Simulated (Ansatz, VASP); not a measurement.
# Two plane-wave programs on MoS2

Contents of INCAR:

```
PREC = Accurate
ENCUT = 520
EDIFF = 1E-7
ISMEAR = -1
SIGMA = 0.05
LREAL = F
LASPH = T
NELM = 60
ALGO = Normal
ISIF = 2
LWAVE = F
LCHARG = F
GGA = PE
NBANDS = 20
```

The input KPOINTS:

```
Automatic mesh
0
Gamma
  9 9 4
```

The input POSCAR:

```
MoS2
1.0
    3.2274645616      0.0000000000      0.0000000000
   -1.6137322808      2.7950663001      0.0000000000
    0.0000000000      0.0000000000      6.3124734200
Mo S
1 2
Direct
   -0.0059710000     -0.0182670000      0.4992970000
    0.6556410000      0.3222370000      0.7482370000
    0.3338080000      0.6868770000      0.2525640000
```

The input input.yaml:

```yaml
crystal:
  lattice:
    - [3.2274645616, 0.0, 0.0]
    - [-1.6137322808, 2.7950663001, 0.0]
    - [0.0, 0.0, 6.31247342]
  atoms:
    - { symbol: Mo, position: [-0.005971, -0.018267, 0.499297] }
    - { symbol: S, position: [0.655641, 0.322237, 0.748237] }
    - { symbol: S, position: [0.333808, 0.686877, 0.252564] }
hamiltonian:
  xc: pbe
  pseudopotentials: { kind: paw }
kpoints:
  mp_grid: { grid: [9, 9, 4] }
scf:
  occupations: { method: fermi_dirac, width: 0.05 }
output:
  forces: true
  stress: true
  eigenvalues: true
  write_density: true
  write_potential: true
  elf: true
  volumetric_format: npy
```

Change from the starting cell: atoms moved at random, drawn with an rms of 0.05 Å.

Alike in both runs: task single point; functional PBE; k mesh 9 × 9 × 4; occupations fermi-dirac, width 0.05 eV; no spin polarisation.

```csv
,VASP,Ansatz
version,VASP 6.6.1,Ansatz 0.2.0
potentials or method,"VASP PAW PBE potentials, release 64 (Mo_sv, S)",Ansatz PAW
plane-wave cutoff (eV),520,420
valence electrons in the cell,26,26
```

Ansatz gave:

- gap on the k mesh at the Fermi level (eV): none
- pressure (GPa): -0.3
- largest component of the traceless stress (GPa): 2.74
- rms of the force components (eV/Å): 0.266

Question: What did VASP give for the same quantities?

Answer: gap on the k mesh at the Fermi level (eV): none; pressure (GPa): -0.4; largest component of the traceless stress (GPa): 2.74; rms of the force components (eV/Å): 0.266.

Atom by atom the forces differ by 0.004 eV/Å (rms over components). A gap of «none» marks a metal or a gap that the smearing closes.
